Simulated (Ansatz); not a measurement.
**AlN: response to strain**

Aim: deform AlN (equal xx and yy strain of +1 %) and compute stress, forces and field gradients with LAPW, PAW and all-electron datasets made for the crystal.

Program: Ansatz 0.2.0. Level of theory: DFT PBEsol, scalar-relativistic. These are calculated values, not measurements.

## Step 1: The starting structure

It takes space group P6_3mc (No. 186, hexagonal). The conventional cell has a = 3.111 Å, b = 3.111 Å, c = 4.978 Å, α = 90.00°, β = 90.00°, γ = 120.00°. Around Al (site symmetry 3m) lie 4 N at 1.89 to 1.92 Å. Around N (site symmetry 3m) lie 4 Al at 1.89 to 1.92 Å.

As a file:

```cif
data_structure
_symmetry_space_group_name_H-M 'P6_3mc'
_symmetry_Int_Tables_number 186
_cell_length_a 3.1110
_cell_length_b 3.1110
_cell_length_c 4.9780
_cell_angle_alpha 90.000
_cell_angle_beta 90.000
_cell_angle_gamma 120.000
_cell_volume 41.72
loop_
_atom_site_label
_atom_site_type_symbol
_atom_site_symmetry_multiplicity
_atom_site_Wyckoff_symbol
_atom_site_fract_x
_atom_site_fract_y
_atom_site_fract_z
_atom_site_occupancy
Al1 Al 2 b 0.33333 0.66667 0.00000 1
N1 N 2 b 0.33333 0.66667 0.38500 1
```

The file gives the conventional cell by its symmetry; the runs use the cell typed in the input.

Atoms are numbered in the order of the input: Al1, Al2, N3, N4.

## Step 2: The deformed structure

Space group P6_3mc before, P6_3mc after.

## Step 3: LAPW, all electrons

input.yaml reads:

```yaml
crystal:
  lattice:
    - [3.1421121731, 0.0, 0.0]
    - [-1.5710560866, 2.7211489634, 0.0]
    - [0.0, 0.0, 4.978]
  atoms:
    - { symbol: Al, position: [0.3333333333, 0.6666666667, 0.0] }
    - { symbol: Al, position: [0.6666666667, 0.3333333333, 0.5] }
    - { symbol: "N", position: [0.3333333333, 0.6666666667, 0.385] }
    - { symbol: "N", position: [0.6666666667, 0.3333333333, 0.885] }
kpoints:
  mp_grid: { grid: [10, 10, 6] }
  band_path:
    path:
      - [0.0, 0.0, 0.0]
      - [0.5, 0.0, 0.0]
      - [0.3333333333, 0.3333333333, 0.0]
      - [0.0, 0.0, 0.0]
      - [0.0, 0.0, 0.5]
      - [0.5, 0.0, 0.5]
      - [0.3333333333, 0.3333333333, 0.5]
      - [0.0, 0.0, 0.5]
      - [0.5, 0.0, 0.5]
    npoints: 5
scf:
  occupations: { method: fermi_dirac, width: 0.03 }
hamiltonian:
  xc: pbesol
  pseudopotentials: { kind: all_electron, lapw: { basis_error: 0.001 } }
output:
  forces: true
  stress: true
  eigenvalues: true
```

Started as:

```
$ ansatz run input.yaml --threads 1 --pin off --max-ram 4096MiB --backend cpu --events-out ev --progress --plain --runs-dir out
```

The program printed, cut to the lines that bear on the results:

```text
LAPW: plane waves up to 9.895 Å⁻¹, error target 1.0e-3 eV per atom; small_component_spin mean_spin; N in spheres of 0.913 Å, 7 of its electrons in bands, Dirac shells []; Al in spheres of 0.989 Å, 11 of its electrons in bands, Dirac shells []
[...]
Pseudopotentials: kind: all_electron
Pseudopotential: Al, LAPW, valence charge 11, Koelling and Harmon's equation, gaussian nucleus
Pseudopotential: N, LAPW, valence charge 7, Koelling and Harmon's equation, gaussian nucleus
Functional definition: PBEsol
[...]
Crystal: 4 atoms, lattice volume = 42.563 Å³
Basis set: ecut = 373.00659197516177 eV, 687 PW (Γ), exchange–correlation at level 2
Bands: 22, of which v1, the nominal top of the filled ones, is band 18 counted from 1 (17 counted from 0)
Symmetry: 12 space group operations
Space group: P63mc (ITA 186), of the structure as read, at distance tolerance 3.5e-5 Å
k-points: 56 of 600 (time reversal used)
[...]
SCF iter   1: F=—  HF=-16168.792123 eV  |F-HF|=—  |Δ(HF+E_count)|=         —  Δρ=1.43e-1  dr2=1.05e1  ethr=2.93e-2  ⟨swp⟩=2.0  Hψ=8460  notcnv=0
[...]
the basis was enlarged: its passes take 533.0 KiB over the memory plan, 1 of 1 planned eigensolver slots
[...]
SCF iter   8: F=-16164.254057 eV  HF=-16164.254057 eV  |F-HF|=4.50e-9  |Δ(HF+E_count)|=   7.15e-8  Δρ=5.32e-6  dr2=1.22e-8  ethr=5.96e-10  ⟨swp⟩=2.9  Hψ=3652  notcnv=0
[...]
NSCF: frozen V_eff on 41 k-points
SCF converged after 8 iterations
Free energy (F): -16164.254057 eV
[...]
E sigma→0 (E₀):  -16164.254057 eV
Fermi energy:    10.398148 eV
[...]
--- Forces (eV/Å), atoms counted from 1 ---
  atom   1  Al    -0.00000000    -0.00000000     0.07177973
  atom   2  Al     0.00000000     0.00000000     0.07177973
  atom   3  N     -0.00000000    -0.00000000    -0.07178108
  atom   4  N      0.00000000     0.00000000    -0.07178108
[...]
--- Stress (GPa, compression-positive) ---
       -4.298930      -0.000000       0.000000
       -0.000000      -4.298930      -0.000000
        0.000000      -0.000000      -2.147150
  P = ⅓ Tr σ = -3.5817 GPa (-35.817 kbar)
--- Band table (eV; the first three rows and the last of 56) ---
  k-point 0: bands = ["-363.8312", "-363.8312", "-91.8923", "-91.8913", "-53.5901", "-53.5796", "-53.5692", "-53.5692", "-53.5673", "-53.5673", "-6.6966", "-4.5256", "2.4342", "7.4365", "7.4365", "8.1176", "8.1176", "8.4457", "12.3335", "14.6742", "18.8037", "19.1564"]
[...]
```

Wall time 48 s (1 thread of Arm Neoverse V1, shared host); peak memory 0.37 GiB.

This run gives: pressure -3.58 GPa; gap 3.89 eV, direct at Γ; largest force 0.072 eV/Å.

## Step 4: PAW on the default files

input.yaml reads:

```yaml
crystal:
  lattice:
    - [3.1421121731, 0.0, 0.0]
    - [-1.5710560866, 2.7211489634, 0.0]
    - [0.0, 0.0, 4.978]
  atoms:
    - { symbol: Al, position: [0.3333333333, 0.6666666667, 0.0] }
    - { symbol: Al, position: [0.6666666667, 0.3333333333, 0.5] }
    - { symbol: "N", position: [0.3333333333, 0.6666666667, 0.385] }
    - { symbol: "N", position: [0.6666666667, 0.3333333333, 0.885] }
kpoints:
  mp_grid: { grid: [10, 10, 6] }
scf:
  occupations: { method: fermi_dirac, width: 0.03 }
hamiltonian:
  xc: pbesol
  pseudopotentials: { kind: paw }
output:
  forces: true
  stress: true
  eigenvalues: true
  efg: { contact_densities: true }
  write_density: true
  write_potential: true
  elf: true
  volumetric_format: npy
```

Started as:

```
$ ansatz run input.yaml --threads 1 --pin off --max-ram 4096MiB --backend cpu --events-out ev --progress --plain --runs-dir out
```

The program printed, cut to the lines that bear on the results:

```text
[...]
Pseudopotentials: kind: paw
Pseudopotential: Al, paw, valence charge 3, recommended cutoff 420 eV (normal)
Pseudopotential: N, paw, valence charge 5, recommended cutoff 420 eV (normal)
[... 1 set-up line as earlier in the session ...]
[...]
Crystal: 4 atoms, lattice volume = 42.563 Å³
Basis set: ecut = 420 eV, 833 PW (Γ), exchange–correlation on 48×48×72 points (8 copies of the dense FFT grid, shifted against one another)
Bands: 12, of which v1, the nominal top of the filled ones, is band 8 counted from 1 (7 counted from 0)
[... 2 set-up lines as earlier in the session ...]
k-points: 56 of 600 (time reversal used)
[...]
SCF iter   1: F=—  HF=-1811.919703 eV  |F-HF|=—  |Δ(HF+E_count)|=         —  Δρ=1.03e-2  dr2=4.81e-2  ethr=1.77e-3  ⟨swp⟩=5.9  Hψ=4495  notcnv=0
[...]
        0.000000       0.000000      -2.031854
  P = ⅓ Tr σ = -3.4556 GPa (-34.556 kbar)
--- PAW observables at the nuclei: V_zz in 10²¹ V/m², potentials from the cell's mean, atoms counted from 1 ---
  atom   1  Al V_zz =    +0.594824   η = 0.0000   by run symmetry: allowed
            electrostatic potential = -1230.938028 V   contact ρ = 10040.019050 e/Å³
  atom   2  Al V_zz =    +0.594824   η = 0.0000   by run symmetry: allowed
            electrostatic potential = -1230.938028 V   contact ρ = 10040.019050 e/Å³
  atom   3  N  V_zz =    -0.159584   η = 0.0000   by run symmetry: allowed
            electrostatic potential = -515.967143 V   contact ρ = 1402.714147 e/Å³
  atom   4  N  V_zz =    -0.159584   η = 0.0000   by run symmetry: allowed
            electrostatic potential = -515.967143 V   contact ρ = 1402.714147 e/Å³
--- Band table (eV; the first three rows and the last of 56) ---
  k-point 0: bands = ["-8.1901", "-6.0260", "0.9375", "5.9336", "5.9336", "6.6121", "6.6121", "6.9409", "10.8189", "13.1713", "17.2955", "17.6558"]
[...]
```

It took 6 s on 1 thread of Arm Neoverse V1, shared host; peak memory 0.33 GiB.

Result: pressure -3.46 GPa; gap on the k mesh 3.88 eV; largest force 0.071 eV/Å; Vzz Al1 0.59 (η = 0.00), N3 -0.16 (η = 0.00) (10²¹ V/m²).

Density in a lattice plane of the grid's cell (edges 3.14 and 4.98 Å, at 0.333 of the third edge), which holds Al and N.

Ten even steps from '0' (0.06 e/Å³) to '9' (3.58 e/Å³):
```
0000001246887521
0000001258999631
0000001258999631
0000000135776421
0000000112333210
0000000011111100
0000000000000000
0000000000000000
0000000000000000
0000000000000000
0111110000000000
1111110000000000
0111100000000000
0000000000000000
0000000000000000
0000000000000000
0000000000000000
0000000000000000
0000000011111100
0000000123443211
```
Columns run along the first of these edges and rows up along the second, over one cell in 16 and 20 even steps from the bottom left corner. Atoms in the plane (fractional): Al at (0.67, 0.50), N at (0.67, 0.89).

ELF in the same plane.

Ten even steps from ' ' (0.01) to '@' (0.87):
```
%%++::..==##@@@@@@%%++++##@@@@@@
%%++::..==##@@@@@@**::..==%%@@@@
##==::..--**%%@@@@**--::++%%@@%%
**--....::++##%%@@%%%%%%%%@@@@%%
==::..  ..--**%%@@@@@@@@@@@@%%**
::..    ..::--**%%@@@@@@@@%%##==
............::--++**######++==::
::::::::::::::....        ......
==++++++++++--..              --
############**--            ::++
%%%%%%%%%%%%##++..          --##
%%%%%%%%%%%%##**--        ..++##
############**++--..      ::++**
****####****++==::....  ..::--++
==++****++==--::....    ....::--
::--====--::......          ....
..::::::::........::::::::......
::........::::--==++++++++====--
==::....::==**##%%%%%%%%%%%%##**
##==....--**%%@@@@@@@@%%@@@@@@%%
```
Columns run along the first of these edges and rows up along the second, over one cell in 16 and 20 even steps from the bottom left corner. Atoms in the plane (fractional): Al at (0.67, 0.50), N at (0.67, 0.89).

Both are smooth fields of the valence electrons: close to the nuclei they are not physical.

Maxima of ELF outside the ion cores: 0.89 on the N–Al line, 0.8 Å from N.

## Step 5: Datasets made for this crystal

input.yaml: that of step 4 with these lines changed.

```diff
@@ -16,3 +16,3 @@
   xc: pbesol
-  pseudopotentials: { kind: paw }
+  pseudopotentials: { kind: all_electron, datasets: crystal }
 output:
@@ -22,5 +22 @@
   efg: { contact_densities: true }
-  write_density: true
-  write_potential: true
-  elf: true
-  volumetric_format: npy
```

Started as:

```
$ ansatz run input.yaml --threads 1 --pin off --max-ram 4096MiB --backend cpu --events-out ev --progress --plain --runs-dir out
```

The program printed, cut to the lines that bear on the results:

```text
[...]
[... 1 set-up line as earlier in the session ...]
Pseudopotential: Al, paw, valence charge 11, recommended cutoff 360 eV (normal), Koelling and Harmon's equation, gaussian nucleus
Pseudopotential: N, paw, valence charge 5, recommended cutoff 360 eV (normal), Koelling and Harmon's equation, gaussian nucleus
[... 1 set-up line as earlier in the session ...]
[...]
Crystal: 4 atoms, lattice volume = 42.563 Å³
Basis set: ecut = 360 eV, 639 PW (Γ), exchange–correlation on 54×54×90 points (8 copies of the dense FFT grid, shifted against one another)
Bands: 12, of which v1, the nominal top of the filled ones, is band 8 counted from 1 (7 counted from 0)
[... 2 set-up lines as earlier in the session ...]
k-points: 56 of 600 (time reversal used)
[...]
  P = ⅓ Tr σ = -3.5841 GPa (-35.841 kbar)
  It holds what live shells' own plane waves past their cutoff add
--- PAW observables at the nuclei: V_zz in 10²¹ V/m², potentials from the cell's mean, atoms counted from 1 ---
  atom   1  Al V_zz =    +0.599881   η = 0.0000   by run symmetry: allowed
            electrostatic potential = -1229.423656 V   contact ρ = 10046.024296 e/Å³
  atom   2  Al V_zz =    +0.599881   η = 0.0000   by run symmetry: allowed
            electrostatic potential = -1229.423656 V   contact ρ = 10046.024296 e/Å³
  atom   3  N  V_zz =    -0.151081   η = 0.0000   by run symmetry: allowed
            electrostatic potential = -515.189924 V   contact ρ = 1402.954111 e/Å³
  atom   4  N  V_zz =    -0.151081   η = 0.0000   by run symmetry: allowed
            electrostatic potential = -515.189924 V   contact ρ = 1402.954111 e/Å³
--- Band table (eV; the first three rows and the last of 56) ---
  k-point 0: bands = ["-6.6967", "-4.5257", "2.4341", "7.4364", "7.4364", "8.1175", "8.1175", "8.4456", "12.3335", "14.6741"]
[...]
```

It took 15 s on 1 thread of Arm Neoverse V1, shared host; peak memory 0.58 GiB.

In short: pressure -3.58 GPa; gap on the k mesh 3.89 eV; largest force 0.072 eV/Å; Vzz Al1 0.60 (η = 0.00), N3 -0.15 (η = 0.00) (10²¹ V/m²).

## Step 6: Stress and forces compared

Stress (GPa, compression positive):

```
          method     xx     yy     zz    yz    xz    xy
            LAPW  -4.30  -4.30  -2.15  0.00  0.00  0.00
             PAW  -4.17  -4.17  -2.03  0.00  0.00  0.00
crystal datasets  -4.30  -4.30  -2.15  0.00  0.00  0.00
```

Forces (eV/Å):

```
atom  LAPW x  LAPW y  LAPW z  PAW x  PAW y   PAW z  crystal datasets x  crystal datasets y  crystal datasets z
 Al1   0.000   0.000   0.072  0.000  0.000   0.071               0.000               0.000               0.072
 Al2   0.000   0.000   0.072  0.000  0.000   0.071               0.000               0.000               0.072
  N3   0.000   0.000  -0.072  0.000  0.000  -0.071               0.000               0.000              -0.072
  N4   0.000   0.000  -0.072  0.000  0.000  -0.071               0.000               0.000              -0.072
```

| method | pressure (GPa) | gap on the k mesh (eV) | largest force (eV/Å) | Vzz Al1 (10²¹ V/m²) | Vzz N3 (10²¹ V/m²) | SCF cycles, by the record's count |
| --- | --- | --- | --- | --- | --- | --- |
| LAPW | -3.58 | 3.89 | 0.072 | – | – | 8 |
| PAW | -3.46 | 3.88 | 0.071 | 0.59 | -0.16 | 6 |
| crystal datasets | -3.58 | 3.89 | 0.072 | 0.60 | -0.15 | 8 |

## Step 7: What came out

| quantity | value |
| --- | --- |
| pressure | LAPW -3.58, PAW -3.46, crystal datasets -3.58 GPa |
| largest shear or deviatoric stress (LAPW) | 1.43 GPa |

The largest part of the stress beyond the pressure is 1.43 GPa in size, in the zz component; the atoms are carried along and not relaxed. No run of the undeformed cell stands beside it, so pressure and stress hold what the given cell had before the change, as far as its symmetry allows. PAW: stress within 0.14 GPa of LAPW, forces within 1 meV/Å. Crystal datasets: stress within 0.01 GPa of LAPW, forces within 1 meV/Å.
